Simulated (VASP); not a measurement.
# Sb (Im-3m) in VASP: further runs

One crystal, Sb, is run at these levels: PBE; tasks: single point.

All numbers are computed with VASP 6.6.1; they aren't measurements. Logs are shortened: lines on timing, memory, paths and dates and some standing lists are left out, and cuts for length are marked.

### Step 1. Starting point

The structure is cubic, space group Im-3m (No. 229). Conventional cell: a = 3.743 Å, b = 3.743 Å, c = 3.743 Å, α = 90.00°, β = 90.00°, γ = 90.00°. Around Sb (site symmetry m-3m) lie 8 Sb at 3.24 Å.

This isn't the form of Sb at room conditions, which is rhombohedral.

### Step 2. Single point, PBE

INCAR reads:

```
SYSTEM = Sb
PREC = Normal
ENCUT = 450
EDIFF = 1E-4
ISMEAR = 0
SIGMA = 0.05
LREAL = Auto
LASPH = .True.
NELM = 100
ALGO = Normal
ISIF = 2
LWAVE = .False.
LCHARG = .False.
GGA = PE
ADDGRID = .False.
```

KPOINTS reads:

```
Automatic mesh
0
Gamma
  5 5 5
  0 0 0
```

POSCAR reads:

```
Sb
1.0
   -1.8488020000      1.8498240000      1.9110830000
    1.8778730000     -1.8297390000      1.9200690000
    1.8451380000      1.8260750000     -1.8909980000
Sb
1
Direct
   -0.0010080000      0.0132760000      0.0062290000
```

Potentials or basis: VASP PAW PBE potentials, release 64 (Sb).

Launch:

```console
$ cat potpaw_PBE.64/Sb/POTCAR > POTCAR
$ mpirun -np 1 vasp_std > vasp.out
```

OUTCAR:

```text
SYSTEM = Sb
   PREC = Normal
   ENCUT = 450
   EDIFF = 1E-4
   ISMEAR = 0
   LREAL = Auto
   LASPH = .True.
   NELM = 100
   ISIF = 2
   GGA = PE

 Found     63 irreducible k-points:

 Following reciprocal coordinates:
            Coordinates               Weight
  0.000000  0.000000  0.000000      1.000000
  0.200000 -0.000000  0.000000      2.000000
  0.400000  0.000000  0.000000      2.000000
 -0.000000  0.200000  0.000000      2.000000
  0.200000  0.200000  0.000000      2.000000
  0.400000  0.200000  0.000000      2.000000
   k-points           NKPTS =     63   k-points in BZ     NKDIM =     63   number of bands    NBANDS=      6
   number of dos      NEDOS =    301   number of ions     NIONS =      1
   total plane-waves  NPLWV =   5832
   dimension x,y,z NGX =    18 NGY =   18 NGZ =   18
   dimension x,y,z NGXF=    36 NGYF=   36 NGZF=   36
   ions per type =               1
   NGX,Y,Z   is equivalent  to a cutoff of   9.24,  9.21,  9.32 a.u.
   NGXF,Y,Z  is equivalent  to a cutoff of  18.48, 18.42, 18.63 a.u.
 SYSTEM =  Sb
   PREC   = normal    normal or accurate (medium, high low for compatibility)
   ISTART =      0    job   : 0-new  1-cont  2-samecut
   ICHARG =      2    charge: 1-file 2-atom 10-const
   ISPIN  =      1    spin polarized calculation?
   LNONCOLLINEAR =      F non collinear calculations
   LSORBIT =      F    spin-orbit coupling
   LASPH  =      T    aspherical Exc in radial PAW
   ENCUT  =  450.0 eV  33.07 Ry    5.75 a.u.   5.60  5.62  5.56*2*pi/ulx,y,z
   NELM   =    100;   NELMIN=  2; NELMDL= -5     # of ELM steps
   EDIFF  = 0.1E-03   stopping-criterion for ELM
   LREAL  =      T    real-space projection
   EDIFFG = 0.1E-02   stopping-criterion for IOM
   NSW    =      0    number of steps for IOM
   IBRION =     -1    ionic relax: 0-MD 1-quasi-New 2-CG
   NFREE  =      0    steps in history (QN), initial steepest desc. (CG)
   ISIF   =      2    stress and relaxation
   ISYM   =      2    0-nonsym 1-usesym 2-fastsym
   POTIM  = 0.5000    time-step for ionic-motion
   TEBEG  =    0.0;   TEEND  =   0.0 temperature during run
   PSTRESS=    0.0 pullay stress
   NELECT =       5.0000    total number of electrons
   NUPDOWN=      -1.0000    fix difference up-down
   EMIN   =  10.00;   EMAX   =-10.00  energy-range for DOS
   EFERMI =   0.00;   METHOD = LEGACY
   ISMEAR =     0;   SIGMA  =   0.05  broadening in eV -4-tet -1-fermi 0-gaus
   EFERMI_NEDOS =   21; number of points for ismear=-14 and -15
   IALGO  =     38    algorithm
   IMIX   =      4    mixing-type and parameters
     AMIX     =   0.40;   BMIX     =  1.00
     AMIX_MAG =   1.60;   BMIX_MAG =  1.00
  volume/ion in A,a.u.               =      26.21       176.89
  Fermi-wavevector in a.u.,A,eV,Ry     =   0.942378  1.780837 12.083020  0.888077
  Thomas-Fermi vector in A             =   2.069982
   LORBIT       =      0    0 simple, 1 ext, 2 COOP (PROOUT), +10 PAW based schemes
   GGA     = PE    functional components
   LHFCALC =     F    Hartree Fock is set to
   AEXX    =    0.0000 exact exchange contribution
   IVDW    =     0    specifies the selected vdW correction
   LEPSILON=     F    determine dielectric tensor
   LRPA    =     F    only Hartree local field effects (RPA)
 non-spin polarized calculation
 Gauss-broadening in eV      SIGMA  =   0.05
  energy-cutoff  :      450.00
  volume of cell :       26.21
 maximum number of plane-waves:       584
   NGX = 11   NGY = 11   NGZ = 11

 number of electron       5.0000000 magnetization

 Free energy of the ion-electron system (eV)
  ---------------------------------------------------
  ext. energy  EPLUGINS =         0.00000000
  ---------------------------------------------------
  free energy    TOTEN  =        -3.89327149 eV

  energy without entropy =       -3.88986225  energy(sigma->0) =       -3.89156687

 E-fermi :   8.9332     XC(G=0): -10.3518

 val. band max:        8.9310046947   @ k =  -0.2000  -0.4000   0.4000
 cond. band min:       8.9410645102   @ k =  -0.2000  -0.2000   0.4000
 fundamental gap:      0.0100598155
 Fermi energy:         8.9332143193

 k-point     1 :       0.0000    0.0000    0.0000
  band No.  band energies     occupation
      1      -4.2606      2.00000
      2      14.2728      0.00000
      3      14.5137      0.00000
      4      14.6670      0.00000
      5      19.1194      0.00000
      6      19.3477      0.00000

 k-point     2 :       0.2000   -0.0000    0.0000
  band No.  band energies     occupation
      1      -3.4209      2.00000
      2       9.8418      0.00000
      3      12.6444      0.00000
      4      13.9057      0.00000
      5      17.0061      0.00000
      6      17.3869      0.00000

 k-point     3 :       0.4000    0.0000    0.0000
  band No.  band energies     occupation
      1      -1.0807      2.00000
      2       4.3421      2.00000
      3      10.9134      0.00000
      4      12.9094      0.00000
      5      15.5825      0.00000
      6      16.0825      0.00000

 k-point     4 :      -0.0000    0.2000    0.0000
  band No.  band energies     occupation
      1      -3.4379      2.00000
      2       9.6854      0.00000
      3      12.7992      0.00000
      4      14.0215      0.00000
      5      17.1515      0.00000
      6      17.5350      0.00000

 k-point     5 :       0.2000    0.2000    0.0000
  band No.  band energies     occupation
      1      -1.8657      2.00000
      2       6.8177      2.00000
      3       8.7602      2.00000
      4      12.4908      0.00000
      5      17.5225      0.00000
      6      18.4389      0.00000

 k-point     6 :       0.4000    0.2000    0.0000
  band No.  band energies     occupation
      1       0.2849      2.00000
      2       3.7071      2.00000
      3       7.3221      2.00000
      4      11.6786      0.00000
      5      17.1473      0.00000
      6      19.5184      0.00000

 [... further k-points ...]

------------------------ aborting loop because EDIFF is reached ----------------------------------------

  FORCE on cell =-STRESS in cart. coord.  units (eV):
  Direction    XX          YY          ZZ          XY          YZ          ZX
  --------------------------------------------------------------------------------------
  -------------------------------------------------------------------------------------
  Total       -0.1456932     -0.1375825      0.8731496     -0.0580283      0.0671375     -0.0437072
  in kB       -8.9049473     -8.4092097     53.3679627     -3.5467578      4.1035261     -2.6714398
  external PRESSURE =      12.0179353 kB  Pullay stress =       0.0000000 kB

 VOLUME and BASIS-vectors are now :
 -----------------------------------------------------------------------------
  energy-cutoff  :      450.00
  volume of cell :       26.21
      direct lattice vectors                 reciprocal lattice vectors
    -1.848802000  1.849824000  1.911083000    -0.001760844  0.270622024  0.259612708
     1.877873000 -1.829739000  1.920069000     0.266576263 -0.001149462  0.259001326
     1.845138000  1.826075000 -1.890998000     0.268894891  0.272329269 -0.003468089

 POSITION                                       TOTAL-FORCE (eV/Angst)
 -----------------------------------------------------------------------------------
     -1.81051      1.83504      1.92287         0.000000      0.000000      0.000000
 -----------------------------------------------------------------------------------
    total drift:                               -0.000000     -0.000001     -0.000001

  FREE ENERGIE OF THE ION-ELECTRON SYSTEM (eV)
  ---------------------------------------------------
  free  energy   TOTEN  =        -3.8932714905 eV

  energy  without entropy=       -3.8898622516  energy(sigma->0) =       -3.89156687
```

Wall time 7.2 s (1 thread of AMD EPYC 7R43 (Zen 3), shared host); peak memory 0.08 GiB.

The run converged, but some of its settings lie outside the range that counts as converged, so its numbers aren't taken as properties of the crystal.

Results:

```
Free energy            : -3.8933 eV
Pressure               : 1.2 GPa
Band gap on the k mesh : none (metal or under the smearing width)
```

Caveat: the k mesh is coarse (spacing up to 0.48 Å⁻¹), so the values aren't converged.

### Step 3. Single point, PBE

INCAR reads:

```
SYSTEM = Sb
PREC = Accurate
ENCUT = 250
EDIFF = 1E-6
ISMEAR = 0
SIGMA = 0.05
LREAL = .False.
LASPH = .True.
NELM = 100
ALGO = Normal
ISIF = 2
LWAVE = .False.
LCHARG = .False.
GGA = PE
ADDGRID = .False.
```

KPOINTS reads:

```
Automatic mesh
0
Gamma
  7 7 7
  0 0 0
```

POSCAR reads:

```
Sb
1.0
   -1.8713408863      1.8713408863      1.8713408863
    1.8713408863     -1.8713408863      1.8713408863
    1.8713408863      1.8713408863     -1.8713408863
Sb
1
Direct
    0.0000000000      0.0000000000      0.0000000000
```

Potentials or basis: VASP PAW PBE potentials, release 64 (Sb).

Launch:

```console
$ cat potpaw_PBE.64/Sb/POTCAR > POTCAR
$ mpirun -np 1 vasp_std > vasp.out
```

Run time: 2.5 s. Hardware: 1 thread of AMD EPYC 7R43 (Zen 3), shared host; peak memory 0.07 GiB.

The run converged, but some of its settings lie outside the range that counts as converged, so its numbers aren't taken as properties of the crystal.

Results:

| Quantity | Value |
| --- | --- |
| Free energy | -3.8182 eV |
| Pressure | 1.7 GPa |
| Band gap on the k mesh | none (metal or under the smearing width) |

### Step 4. Single point, PBE

INCAR is that of step 3.

KPOINTS is that of step 3.

POSCAR reads:

```
Sb
1.0
   -1.8488020000      1.8498240000      1.9110830000
    1.8778730000     -1.8297390000      1.9200690000
    1.8451380000      1.8260750000     -1.8909980000
Sb
1
Direct
   -0.0010080000      0.0132760000      0.0062290000
```

Launch:

```console
$ cat potpaw_PBE.64/Sb/POTCAR > POTCAR
$ mpirun -np 1 vasp_std > vasp.out
```

Run time: 12 s. Hardware: 1 thread of AMD EPYC 7R43 (Zen 3), shared host; peak memory 0.08 GiB.

These settings aren't checked as converged: the numbers below hold their error.

Results:

```yaml
Free_energy: -3.8222 eV
Pressure: 2.5 GPa
Band_gap_on_the_k_mesh: none (metal or under the smearing width)
```

### Step 5. Single point, PBE

Changes to INCAR since step 4:

```diff
@@ -2,3 +2,3 @@
 PREC = Accurate
-ENCUT = 250
+ENCUT = 350
 EDIFF = 1E-6
```

KPOINTS reads:

```
Automatic mesh
0
Gamma
  6 6 6
  0 0 0
```

POSCAR reads:

```
Sb
1.0
   -1.8713408863      1.8713408863      1.8713408863
    1.8713408863     -1.8713408863      1.8713408863
    1.8713408863      1.8713408863     -1.8713408863
Sb
1
Direct
    0.0000000000      0.0000000000      0.0000000000
```

Launch:

```console
$ cat potpaw_PBE.64/Sb/POTCAR > POTCAR
$ mpirun -np 1 vasp_std > vasp.out
```

Run time: 3.7 s. Hardware: 1 thread of AMD EPYC 7R43 (Zen 3), shared host; peak memory 0.08 GiB.

The run converged, but some of its settings lie outside the range that counts as converged, so its numbers aren't taken as properties of the crystal.

Results:

| Item | Value |
| --- | --- |
| Free energy | -3.8368 eV |
| Pressure | 3.3 GPa |
| Band gap on the k mesh | none (metal or under the smearing width) |

Caveat: the k mesh is coarse (spacing up to 0.40 Å⁻¹), so the values aren't converged.

### Step 6. For comparison

An earlier run on the cell as given: functional PBE; potentials or basis VASP PAW PBE potentials, release 64 (Sb); cutoff 520 eV; k mesh 10 × 10 × 10; occupations fermi-dirac, width 0.05 eV; no spin polarisation.

- Pressure: 3.0 GPa
- Band gap on the k mesh: none (metal or under the smearing width)
